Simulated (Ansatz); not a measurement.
From the elastic tensor of SiC at 3 GPa (stress–strain coefficients) to moduli and sound speeds

Computed with DFT LDA, scalar-relativistic, plane waves, PAW in Ansatz. Plane waves to 420 eV; Γ-centred k mesh 12×12×6; fixed occupations. No spin polarisation.

It takes space group P6_3mc (No. 186, hexagonal). Conventional cell: a = 3.044 Å, b = 3.044 Å, c = 4.994 Å, α = 90.00°, β = 90.00°, γ = 120.00°. Si (site symmetry 3m) has 4 C at 1.86 to 1.88 Å as nearest neighbours. Around C (site symmetry 3m) lie 4 Si at 1.86 to 1.88 Å.

Relaxed-ion constants (GPa, on the Cartesian axes of the calculation):
```
536.8 125.8  67.8   0.0   0.0   0.0
125.8 536.8  67.8   0.0   0.0   0.0
 67.8  67.8 580.5   0.0   0.0   0.0
  0.0   0.0   0.0 156.0   0.0   0.0
  0.0   0.0   0.0   0.0 156.0   0.0
  0.0   0.0   0.0   0.0   0.0 205.5
```

Density 3.324 g/cm³; 4 atoms in 40.07 Å³.

The values that follow are for a polycrystal of randomly turned grains, by Hill's mean where one number stands.

With S = C⁻¹: B_V = (C11+C22+C33+2(C12+C13+C23))/9, G_V = (C11+C22+C33−C12−C13−C23+3(C44+C55+C66))/15, 1/B_R = S11+S22+S33+2(S12+S13+S23), 15/G_R = 4(S11+S22+S33−S12−S13−S23)+3(S44+S55+S66); Hill is their mean. Then v_l = √((B+4G/3)/ρ), v_t = √(G/ρ), v_m = [(2/v_t³+1/v_l³)/3]^(−1/3) and Θ = (ħ/k_B)·v_m·(6π²n/V)^(1/3) for n atoms in the volume V; E = 9BG/(3B+G), ν = (3B−2G)/(2(3B+G)) and A^U = 5G_V/G_R + B_V/B_R − 6.

| Property | Result |
| --- | --- |
| Bulk modulus, Voigt / Reuss / Hill | 241.9 / 241.8 / 241.9 GPa |
| Shear modulus, Voigt / Reuss / Hill | 196.4 / 189.3 / 192.8 GPa |
| Young's modulus | 457 GPa |
| Poisson ratio | 0.185 |
| Pugh ratio B/G | 1.25 |
| Universal anisotropy index | 0.19 |
| Longitudinal and transverse sound speeds | 12253 and 7617 m/s |
| Debye temperature from the mean sound speed | 1160 K |

Cost: 1 run of about 7.2 core-minutes, on Arm Neoverse N1 (shared hosts).

Wurtzite SiC at this pressure is stiff in both compression and shear, with G not far below B. This is typical of a network of short, directional sp³ bonds, which resist changes of angle as well as of length; the low Poisson ratio has the same origin. Stiff bonds between light atoms also account for the high sound speeds and Debye temperature.

The anisotropy lies almost entirely in shear. The Voigt and Reuss bulk moduli nearly coincide because the crystal shrinks almost equally along a and c under hydrostatic load, although C33 exceeds C11. One bond of each tetrahedron points along c, so axial strain stretches it directly. Sliding the basal planes over one another mainly tilts these bonds, which probably explains why C44 (156.0 GPa) is well below C66 (205.5 GPa).

The tensor is positive definite, so the lattice is stable against small homogeneous strains at this pressure, but that does not rank this polytype against the cubic or longer-period ones. The low B/G suggests brittleness without measuring toughness.
